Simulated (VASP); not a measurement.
# C (Fd-3m) in VASP: a series of runs, part 2 of 2

VASP 6.6.1. The steps go on from the part before.

**3. Single point, PBE**

INCAR

```
SYSTEM = C
  ALGO = Normal
  EDIFF = 1E-7
  ENCUT = 450
  GGA = PE
  ISIF = 2
  ISMEAR = 0
  LASPH = .True.
  LCHARG = .False.
  LREAL = .False.
  LWAVE = .False.
  NELM = 100
  PREC = Accurate
  SIGMA = 0.02
```

KPOINTS

```
k-points
0
Gamma
  10 10 10
  0 0 0
```

POSCAR

```
C
1.0
    0.0000000000      1.7833700000      1.7833700000
    1.7833700000      0.0000000000      1.7833700000
    1.7833700000      1.7833700000      0.0000000000
C
2
Direct
    0.0000000000      0.0000000000      0.0000000000
    0.2500000000      0.2500000000      0.2500000000
```

Potentials or basis: VASP PAW PBE potentials, release 64 (C).

Run with:

```console
cat potpaw_PBE.64/C/POTCAR > POTCAR
mpirun -np 1 vasp_std > vasp.out
```

OUTCAR:

```text
SYSTEM = C
   EDIFF = 1E-7
   ENCUT = 450
   GGA = PE
   ISIF = 2
   ISMEAR = 0
   LASPH = .True.
   LREAL = .False.
   NELM = 100
   PREC = Accurate

 ion  position               nearest neighbor table
   1  0.000  0.000  0.000-   2 1.54   2 1.54   2 1.54   2 1.54
   2  0.250  0.250  0.250-   1 1.54   1 1.54   1 1.54   1 1.54

  LATTYP: Found a face centered cubic cell.
 ALAT       =     3.5667400000

  Lattice vectors:

 A1 = (   0.0000000000,   1.7833700000,   1.7833700000)
 A2 = (   1.7833700000,   0.0000000000,   1.7833700000)
 A3 = (   1.7833700000,   1.7833700000,   0.0000000000)

Analysis of symmetry for initial positions (statically):
=====================================================================
 Subroutine PRICEL returns:
 Original cell was already a primitive cell.

 Routine SETGRP: Setting up the symmetry group for a
 face centered cubic supercell.

 Subroutine GETGRP returns: Found 48 space group operations
 (whereof 24 operations were pure point group operations)
 out of a pool of 48 trial point group operations.

The static configuration has the point symmetry T_d .
 The point group associated with its full space group is O_h .

Analysis of symmetry for dynamics (positions and initial velocities):
=====================================================================
 Subroutine PRICEL returns:
 Original cell was already a primitive cell.

 Routine SETGRP: Setting up the symmetry group for a
 face centered cubic supercell.

 Subroutine GETGRP returns: Found 48 space group operations
 (whereof 24 operations were pure point group operations)
 out of a pool of 48 trial point group operations.

The dynamic configuration has the point symmetry T_d .
 The point group associated with its full space group is O_h .

 Subroutine INISYM returns: Found 48 space group operations
 (whereof 24 operations are pure point group operations),
 and found     1 'primitive' translations

[... 115 lines left out ...]
  volume/ion in A,a.u.               =       5.67        38.28
  Fermi-wavevector in a.u.,A,eV,Ry     =   1.457203  2.753714 28.891161  2.123440
  Thomas-Fermi vector in A             =   2.574032
   LORBIT       =      0    0 simple, 1 ext, 2 COOP (PROOUT), +10 PAW based schemes
   GGA     = PE    functional components
   LHFCALC =     F    Hartree Fock is set to
   AEXX    =    0.0000 exact exchange contribution
   IVDW    =     0    specifies the selected vdW correction
   LEPSILON=     F    determine dielectric tensor
   LRPA    =     F    only Hartree local field effects (RPA)
 non-spin polarized calculation
 Gauss-broadening in eV      SIGMA  =   0.02
  energy-cutoff  :      450.00
  volume of cell :       11.34
 maximum number of plane-waves:       262
 NGX is ok and might be reduce to    18
   NGX =  9   NGY =  9   NGZ =  9

 number of electron       8.0000003 magnetization

 Free energy of the ion-electron system (eV)
  ---------------------------------------------------
  ext. energy  EPLUGINS =         0.00000000
  ---------------------------------------------------
  free energy    TOTEN  =       -18.18870278 eV

  energy without entropy =      -18.18870278  energy(sigma->0) =      -18.18870278

 E-fermi :   9.9334     XC(G=0): -13.2507

 val. band max:        9.7288028483   @ k =   0.0000   0.0000   0.0000
 cond. band min:      13.9004661628   @ k =   0.4000   0.4000   0.0000
 fundamental gap:      4.1716633145
 Fermi energy:         9.9333638514

 k-point     1 :       0.0000    0.0000    0.0000
  band No.  band energies     occupation
      1     -11.7473      2.00000
      2       9.7288      2.00000
      3       9.7288      2.00000
      4       9.7288      2.00000
      5      15.3238      0.00000
      6      15.3238      0.00000
      7      15.3238      0.00000
      8      23.0601      0.00000
[... 243 lines left out ...]
 k-point    24 :       0.4000    0.3000    0.0000
  band No.  band energies     occupation
      1      -7.1569      2.00000
      2       1.6742      2.00000
      3       3.7476      2.00000
      4       4.3733      2.00000
      5      14.5233      0.00000
      6      17.7499      0.00000
      7      23.8266      0.00000
      8      23.8800      0.00000

 [... further k-points ...]
[... 5 lines left out ...]
  --------------------------------------------------------------------------------------
  -------------------------------------------------------------------------------------
  Total        0.1203684      0.1203684      0.1203684      0.0000000      0.0000000     -0.0000000
  in kB       17.0007677     17.0007677     17.0007677      0.0000000      0.0000000     -0.0000000
  external PRESSURE =      17.0007677 kB  Pullay stress =       0.0000000 kB

 VOLUME and BASIS-vectors are now :
 -----------------------------------------------------------------------------
  energy-cutoff  :      450.00
  volume of cell :       11.34
      direct lattice vectors                 reciprocal lattice vectors
     0.000000000  1.783370000  1.783370000    -0.280368067  0.280368067  0.280368067
     1.783370000  0.000000000  1.783370000     0.280368067 -0.280368067  0.280368067
     1.783370000  1.783370000  0.000000000     0.280368067  0.280368067 -0.280368067

 POSITION                                       TOTAL-FORCE (eV/Angst)
 -----------------------------------------------------------------------------------
      0.00000      0.00000      0.00000         0.000000      0.000000      0.000000
      0.89168      0.89168      0.89168        -0.000000     -0.000000     -0.000000
 -----------------------------------------------------------------------------------
    total drift:                               -0.000000     -0.000000     -0.000000

  FREE ENERGIE OF THE ION-ELECTRON SYSTEM (eV)
  ---------------------------------------------------
  free  energy   TOTEN  =       -18.1887027758 eV

  energy  without entropy=      -18.1887027758  energy(sigma->0) =      -18.18870278
```

OSZICAR:

```text
N       E                     dE             d eps       ncg     rms          rms(c)
DAV:   1    -0.388588529317E+01   -0.38859E+01   -0.45813E+03   840   0.876E+02
DAV:   2    -0.187445600599E+02   -0.14859E+02   -0.14671E+02  1208   0.952E+01
DAV:   3    -0.188256108958E+02   -0.81051E-01   -0.81051E-01   792   0.911E+00
DAV:   4    -0.188257192604E+02   -0.10836E-03   -0.10836E-03  1104   0.345E-01
DAV:   5    -0.188257192877E+02   -0.27302E-07   -0.27302E-07   792   0.332E-03    0.559E+00
DAV:   6    -0.183484344857E+02    0.47728E+00   -0.36360E-01   784   0.481E+00    0.337E+00
DAV:   7    -0.181873800122E+02    0.16105E+00   -0.40348E-01   888   0.517E+00    0.774E-01
DAV:   8    -0.181886727302E+02   -0.12927E-02   -0.17780E-03   784   0.479E-01    0.471E-02
DAV:   9    -0.181886902589E+02   -0.17529E-04   -0.13258E-04  1072   0.101E-01    0.280E-02
DAV:  10    -0.181887029461E+02   -0.12687E-04   -0.13574E-05   768   0.429E-02    0.649E-03
DAV:  11    -0.181887027843E+02    0.16178E-06   -0.37301E-08  1040   0.211E-03    0.139E-03
DAV:  12    -0.181887027758E+02    0.85280E-08   -0.10804E-08   384   0.132E-03
   1 F= -.18188703E+02 E0= -.18188703E+02  d E =-.124870E-49
```

Wall time 6 s (1 thread of Intel Xeon Platinum 8259CL at 2.50GHz (Skylake/Cascade Lake), shared host); peak memory 0.11 GiB.

Results:

```yaml
Free_energy: -18.1887 eV
Band_gap_on_the_k_mesh: 4.17 eV, indirect (least direct gap 5.60 eV)
```

Caveat: the cutoff is under 1.25 times the usual one of these potentials, so pressure, stress and relaxed cells hold a basis-set (Pulay) error. A hybrid or GW would open this gap; PBE tends to underestimate it.

**4. Single point, PBE**

INCAR: that of step 3 with these lines changed.

```diff
@@ -3,3 +3,3 @@
   EDIFF = 1E-7
-  ENCUT = 450
+  ENCUT = 520
   GGA = PE
```

KPOINTS is that of step 3.

POSCAR is that of step 3.

Run with:

```console
cat potpaw_PBE.64/C/POTCAR > POTCAR
mpirun -np 1 vasp_std > vasp.out
```

It took 6.5 s on 1 thread of Intel Xeon Platinum 8259CL at 2.50GHz (Skylake/Cascade Lake), shared host; peak memory 0.11 GiB.

Results (log left out):

```
Free energy            : -18.1852 eV
Pressure               : 2.5 GPa
Band gap on the k mesh : 4.17 eV, indirect (least direct gap 5.59 eV)
```

Levels at points of the mesh, in eV from the valence-band top:
| k point | band 1 | band 2 | band 3 | band 4 | band 5 | band 6 | band 7 | band 8 |
| --- | --- | --- | --- | --- | --- | --- | --- | --- |
| (0.00, 0.00, 0.00) | -21.48 | 0.00 | 0.00 | 0.00 | 5.59 | 5.59 | 5.59 | 13.33 |
| (0.50, 0.00, 0.00) | -15.70 | -13.37 | -2.80 | -2.80 | 8.46 | 8.46 | 8.85 | 15.70 |
| (0.50, 0.50, 0.00) | -12.76 | -12.76 | -6.30 | -6.30 | 4.76 | 4.76 | 16.81 | 16.81 |

**5. Single point, PBE**

INCAR: that of step 4 with these lines changed.

```diff
@@ -3,3 +3,3 @@
   EDIFF = 1E-7
-  ENCUT = 520
+  ENCUT = 600
   GGA = PE
```

KPOINTS is that of step 4.

POSCAR is that of step 4.

Run with:

```console
cat potpaw_PBE.64/C/POTCAR > POTCAR
mpirun -np 1 vasp_std > vasp.out
```

It took 6.4 s on 1 thread of Intel Xeon Platinum 8259CL at 2.50GHz (Skylake/Cascade Lake), shared host; peak memory 0.11 GiB.

The run converged. Its results:

| Quantity | Value |
| --- | --- |
| Free energy | -18.1900 eV |
| Pressure | 1.8 GPa |
| Band gap on the k mesh | 4.17 eV, indirect (least direct gap 5.59 eV) |

Levels at points of the mesh, in eV from the valence-band top:
```tsv
k point	band 1	band 2	band 3	band 4	band 5	band 6	band 7	band 8
(0.00, 0.00, 0.00)	-21.48	0.00	0.00	0.00	5.59	5.59	5.59	13.33
(0.50, 0.00, 0.00)	-15.70	-13.37	-2.80	-2.80	8.46	8.46	8.85	15.70
(0.50, 0.50, 0.00)	-12.76	-12.76	-6.30	-6.30	4.76	4.76	16.80	16.80
```

A k mesh can miss the band edges. As with any semilocal functional, this PBE gap is likely too small.

**6. Single point, PBE**

INCAR: that of step 5 with these lines changed.

```diff
@@ -3,3 +3,3 @@
   EDIFF = 1E-7
-  ENCUT = 600
+  ENCUT = 700
   GGA = PE
```

KPOINTS is that of step 5.

POSCAR is that of step 5.

Potentials or basis: VASP PAW PBE potentials, release 64 (C).

Run with:

```console
cat potpaw_PBE.64/C/POTCAR > POTCAR
mpirun -np 1 vasp_std > vasp.out
```

OUTCAR:

```text
SYSTEM = C
   EDIFF = 1E-7
   ENCUT = 700
   GGA = PE
   ISIF = 2
   ISMEAR = 0
   LASPH = .True.
   LREAL = .False.
   NELM = 100
   PREC = Accurate

 ion  position               nearest neighbor table
   1  0.000  0.000  0.000-   2 1.54   2 1.54   2 1.54   2 1.54
   2  0.250  0.250  0.250-   1 1.54   1 1.54   1 1.54   1 1.54

  LATTYP: Found a face centered cubic cell.
 ALAT       =     3.5667400000

  Lattice vectors:

 A1 = (   0.0000000000,   1.7833700000,   1.7833700000)
 A2 = (   1.7833700000,   0.0000000000,   1.7833700000)
[... 444 lines left out ...]
      3       3.7444      2.00000
      4       4.3694      2.00000
      5      14.5196      0.00000
      6      17.7465      0.00000
      7      23.8066      0.00000
      8      23.8621      0.00000

 [... further k-points ...]
[... 5 lines left out ...]
  --------------------------------------------------------------------------------------
  -------------------------------------------------------------------------------------
  Total        0.1091516      0.1091516      0.1091516      0.0000000      0.0000000     -0.0000000
  in kB       15.4165146     15.4165146     15.4165146      0.0000000      0.0000000     -0.0000000
  external PRESSURE =      15.4165146 kB  Pullay stress =       0.0000000 kB

 VOLUME and BASIS-vectors are now :
 -----------------------------------------------------------------------------
  energy-cutoff  :      700.00
  volume of cell :       11.34
      direct lattice vectors                 reciprocal lattice vectors
     0.000000000  1.783370000  1.783370000    -0.280368067  0.280368067  0.280368067
     1.783370000  0.000000000  1.783370000     0.280368067 -0.280368067  0.280368067
     1.783370000  1.783370000  0.000000000     0.280368067  0.280368067 -0.280368067

 POSITION                                       TOTAL-FORCE (eV/Angst)
 -----------------------------------------------------------------------------------
      0.00000      0.00000      0.00000        -0.000000     -0.000000     -0.000000
      0.89168      0.89168      0.89168         0.000000      0.000000      0.000000
 -----------------------------------------------------------------------------------
    total drift:                               -0.000000      0.000000      0.000000

  FREE ENERGIE OF THE ION-ELECTRON SYSTEM (eV)
  ---------------------------------------------------
  free  energy   TOTEN  =       -18.1961092438 eV

  energy  without entropy=      -18.1961092438  energy(sigma->0) =      -18.19610924
```

OSZICAR:

```text
N       E                     dE             d eps       ncg     rms          rms(c)
DAV:   1     0.415488579048E+01    0.41549E+01   -0.59614E+03   768   0.125E+03
DAV:   2    -0.186626591962E+02   -0.22818E+02   -0.21881E+02  1176   0.129E+02
DAV:   3    -0.188325864282E+02   -0.16993E+00   -0.16993E+00   816   0.144E+01
DAV:   4    -0.188328804586E+02   -0.29403E-03   -0.29403E-03  1064   0.587E-01
DAV:   5    -0.188328805437E+02   -0.85091E-07   -0.85091E-07   824   0.752E-03    0.553E+00
DAV:   6    -0.183555617171E+02    0.47732E+00   -0.36494E-01   784   0.484E+00    0.332E+00
DAV:   7    -0.181948254527E+02    0.16074E+00   -0.40343E-01   888   0.520E+00    0.757E-01
DAV:   8    -0.181960802581E+02   -0.12548E-02   -0.18632E-03   784   0.519E-01    0.462E-02
DAV:   9    -0.181960965384E+02   -0.16280E-04   -0.12965E-04  1080   0.102E-01    0.270E-02
DAV:  10    -0.181961094299E+02   -0.12891E-04   -0.13593E-05   768   0.434E-02    0.609E-03
DAV:  11    -0.181961092593E+02    0.17057E-06   -0.39990E-08  1040   0.223E-03    0.131E-03
DAV:  12    -0.181961092438E+02    0.15509E-07   -0.10298E-08   400   0.130E-03
   1 F= -.18196109E+02 E0= -.18196109E+02  d E =-.571781E-45
```

stdout:

```text
POSCAR found type information on POSCAR C
 POSCAR found :  1 types and       2 ions
 scaLAPACK will be used
 LDA part: xc-table for (Slater+PW92), standard interpolation
 POSCAR, INCAR and KPOINTS ok, starting setup
 FFT: planning ... GRIDC
 FFT: planning ... GRID_SOFT
 FFT: planning ... GRID
 WAVECAR not read
 entering main loop
```

Wall time 7.4 s (1 thread of Intel Xeon Platinum 8259CL at 2.50GHz (Skylake/Cascade Lake), shared host); peak memory 0.13 GiB.

Results:

```
Free energy            : -18.1961 eV
Pressure               : 1.5 GPa
Band gap on the k mesh : 4.17 eV, indirect (least direct gap 5.59 eV)
```

**7. Overview**

| cutoff (eV) | gap on the mesh (eV) | pressure (GPa) |
| --- | --- | --- |
| 400 | 4.15 | - |
| 450 | 4.17 | - |
| 520 | 4.17 | 2.5 |
| 600 | 4.17 | 1.8 |
| 700 | 4.17 | 1.5 |

Alike in all rows: task single point; level PBE; potentials or basis VASP PAW PBE potentials, release 64 (C); no spin polarisation; cell as given; k mesh 10 × 10 × 10; smearing gaussian 0.02 eV.

On the cell as given the gap runs from 4.15 eV (PBE) to 4.17 eV (PBE).

Caveats: the cutoff is under 1.25 times the usual one of these potentials, so pressure, stress and relaxed cells hold a basis-set (Pulay) error (some runs).

Absolute energies hang on the potentials; compare differences alone.
